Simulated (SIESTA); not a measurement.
Runs of SIESTA 5.4.2 on WC. Symmetry: Fm-3m, No. 225, cubic system. Conventional cell: a = 4.385 Å, b = 4.385 Å, c = 4.385 Å, α = 90.00°, β = 90.00°, γ = 90.00°. Around W (site symmetry m-3m) lie 6 C at 2.19 Å. C (site symmetry m-3m) has 6 W at 2.19 Å as nearest neighbours. Measurements of this composition are mostly on another form, of space group No. 187.

```csv
task,level,U,cell,k mesh,hubbard projector method,U from the first cycle,broadening (eV),window from (eV),window to (eV),grid cutoff,gap on the mesh (eV),pressure (GPa)
density of states,PBEsol+U,W d U = 6 eV,as given,8 × 8 × 8,1,yes,0.1 eV,-25 eV,10 eV,800 Ry,none,-7.6
relaxation of cell and atoms,PBEsol,-,relaxed,8 × 8 × 8,-,-,-,-,-,1200 Ry,none,0.0
optical spectrum,PBEsol,-,as given,10 × 10 × 10,-,-,0.1 eV,-,30 eV,800 Ry,none,(a)
density of states,PBEsol,-,as given,8 × 8 × 8,1,yes,0.1 eV,-25 eV,10 eV,800 Ry,none,0.0
```

Alike in all rows: potentials or basis PseudoDojo 0.4 standard (PBEsol files), DZP (energy shift 0.003 Ry; two zetas on semicore shells); no spin polarisation; smearing fermi-dirac 0.05 eV; energy shift 0.003 Ry.

Question: Estimate the missing entries.

Answer: (a) -0.5.

Caveats: short orbitals over semicore shells can move pressures by several GPa; the basis of atomic orbitals isn't converged, which shifts pressures, moduli and gaps; U without spin polarisation on a metal has little footing (some runs); the U is typed as a test and isn't derived for this compound (some runs); the basis holds too few empty states to meet the f-sum rule, so the spectrum is short of weight at high energy (some runs); spectra need much finer meshes, so this one isn't converged (some runs); independent-particle spectra lack excitons (some runs).

A k mesh can miss the band edges, and the runs leave out spin-orbit coupling on W.

A gap of «none» marks a metal or a gap under the smearing width.
